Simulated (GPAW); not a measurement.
Here is a GPAW 26.7.0 calculation.

The input run.py:

```python
import numpy as np
from ase.dft.bandgap import bandgap
from ase.io import read, write
from ase.units import GPa
from gpaw import GPAW, PW
from gpaw.spinorbit import soc_eigenstates

atoms = read('SnSe2.cif')

calc = GPAW(mode=PW(600),
            xc='MGGA_X_REVTPSS+MGGA_C_REVTPSS',
            kpts={'size': (6, 6, 3), 'gamma': True},
            occupations={'name': 'fermi-dirac', 'width': 0.05},
            nbands=24,
            convergence={'density': 1e-05, 'energy': 1e-05},
            eigensolver='davidson',
            maxiter=150,
            txt='gpaw.txt')
atoms.calc = calc
energy = atoms.get_potential_energy()
forces = atoms.get_forces()
stress = atoms.get_stress()
calc.write('gs.gpw')
write('result.traj', atoms)
print(f'Energy: {energy:.6f} eV')
print('Forces (eV/A):')
print(forces.round(4))
print('Stress (GPa):', (stress / GPa).round(3))
print('Fermi level:', round(calc.get_fermi_level(), 4), 'eV')
print(f'Gap: {bandgap(calc)[0]:.4f} eV, direct: {bandgap(calc, direct=True)[0]:.4f} eV')

path = atoms.cell.bandpath('GMKGALHA,LM,KH', npoints=100, eps=1e-4)
bs_calc = calc.fixed_density(kpts=path, symmetry='off', nbands=39,
                             convergence={'bands': 'CBM+6.0', 'eigenstates': 1e-6}, txt='bands.txt')
bs = bs_calc.band_structure()
bs.write('bs.json')
print(f'Gap on the path: {bandgap(bs_calc)[0]:.4f} eV')

soc = soc_eigenstates(bs_calc, theta=90, phi=0, ignore_xc_potential=True)
np.savetxt('soc_bands.dat', soc.eigenvalues(), fmt='%.4f')
mesh = soc_eigenstates('gs.gpw', theta=90, phi=0, ignore_xc_potential=True)
np.savetxt('soc_mesh.dat', mesh.eigenvalues(), fmt='%.4f')
print('Fermi level with spin-orbit coupling:', round(mesh.fermi_level, 4), 'eV')
```

SnSe2.cif

```cif
data_SnSe2
_cell_length_a 3.81100000
_cell_length_b 3.81100000
_cell_length_c 6.13600000
_cell_angle_alpha 90.00000000
_cell_angle_beta 90.00000000
_cell_angle_gamma 120.00000000
_space_group_name_H-M_alt 'P-3m1'
_space_group_name_Hall '-P 3 2"'
_space_group_IT_number 164
loop_
_space_group_symop_operation_xyz
'x,y,z'
'-x,-y,-z'
'-y,x-y,z'
'y,-x+y,-z'
'-x+y,-x,z'
'x-y,x,-z'
'y,x,-z'
'-y,-x,z'
'x-y,-y,-z'
'-x+y,y,z'
'-x,-x+y,-z'
'x,x-y,z'
loop_
_atom_site_label
_atom_site_type_symbol
_atom_site_symmetry_multiplicity
_atom_site_Wyckoff_symbol
_atom_site_fract_x
_atom_site_fract_y
_atom_site_fract_z
_atom_site_occupancy
Sn1 Sn 1 a 0.0000000000 0.0000000000 0.0000000000 1
Se1 Se 2 d 0.6666666667 0.3333333333 0.7510000000 1
```

Potentials or basis: GPAW PAW data sets (gpaw-data 1.2.1), pw.

Run with:

```sh
$ OMP_NUM_THREADS=1 python run.py
```

Task: Predict the pressure.

Result: 2.9 GPa.

Task: Predict the band gap on the k mesh.

Result: 0.78 eV, indirect (least direct gap 1.21 eV).

Task: Estimate the largest force.

Result: 0.550 eV/Å.

Task: Estimate the band gap along the path.

Result: 0.78 eV, indirect (least direct gap 1.21 eV).

Stress tensor (GPa, compression positive):
```
2.14 0.00 0.00
0.00 2.14 0.00
0.00 0.00 4.49
```

Caveat: spin-orbit coupling was added after a scalar SCF, so levels and gaps hold it while energy, forces, pressure and moments don't; this program's spin-orbit splittings come out too wide for heavy elements; the PAW data sets were made with another functional, which shifts forces and pressure a little; this functional lacks dispersion, which binds the layers, so the pressure and a relaxed spacing across them are unreliable.
